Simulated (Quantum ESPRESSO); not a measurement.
Crystal: C.

```
C
1.0
     0.00000    1.78337    1.78337
     1.78337    0.00000    1.78337
     1.78337    1.78337    0.00000
C
2
Direct
  0.75000 0.75000 0.75000
  0.50000 0.50000 0.50000
```

This isn't the form of C at room conditions, which is graphite.

Base run:

- Program: Quantum ESPRESSO 7.5
- Functional: r2SCAN
- Potentials or basis: SG15 PBE 1.2
- Cutoff: 1197 eV
- Density cutoff: 4789 eV
- k mesh: 10 × 10 × 10
- Occupations: fermi-dirac, width 0.05 eV
- Spin: no spin polarisation

Its results: band gap on the k mesh 4.30 eV, indirect (least direct gap 5.85 eV); pressure -2.4 GPa.

Task: After a change of settings the same cell gave: band gap on the k mesh 4.51 eV, indirect (least direct gap 6.16 eV); pressure -4.1 GPa. Which change was it?
A. functional from r2SCAN to PBEsol; k mesh from 10 × 10 × 10 to 13 × 13 × 13
B. functional from r2SCAN to AM05; k mesh from 10 × 10 × 10 to 13 × 13 × 13
C. functional from r2SCAN to EV93PW91; k mesh from 10 × 10 × 10 to 13 × 13 × 13
D. functional from r2SCAN to SCAN

Result: D.

Caveats: the potentials were made for another functional, which shifts forces and pressure.
